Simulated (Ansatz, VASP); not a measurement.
**One calculation of BaS, two programs**

```
Ba S
1.0
     0.00000    3.21439    3.21439
     3.21439    0.00000    3.21439
     3.21439    3.21439    0.00000
Ba S
1 1
Direct
  0.00000 0.00000 0.00000
  0.50000 0.50000 0.50000
```

Alike in both runs: functional PBE; k mesh 8 × 8 × 8; occupations gaussian, width 0.02 eV; no spin polarisation.

Ansatz relaxed the structure, and its values are those at the end. VASP's run is a single point on that final structure, the one shown.

```csv
,VASP,Ansatz
version,VASP 6.6.1,Ansatz 0.2.0
potentials or method,"VASP PAW PBE potentials, release 64 (Ba_sv, S)","scalar-relativistic, plane waves, PAW"
plane-wave cutoff (eV),520,420
valence electrons in the cell,16,16
```

Ansatz gave:

| Item | Value |
| --- | --- |
| gap on the k mesh at the Fermi level (eV) | 2.23 |
| least direct gap on the mesh (eV) | 2.35 |
| pressure (GPa) | 0.0 |

Question: What did VASP give for the same quantities?

Answer: gap on the k mesh at the Fermi level (eV): 2.14; least direct gap on the mesh (eV): 2.29; pressure (GPa): 0.5.

Caveats: spin-orbit coupling is left out, which moves the levels of the heavy elements. Expect the measured gap to be larger: semilocal functionals such as PBE lack the derivative discontinuity. A k mesh can miss the band edges.
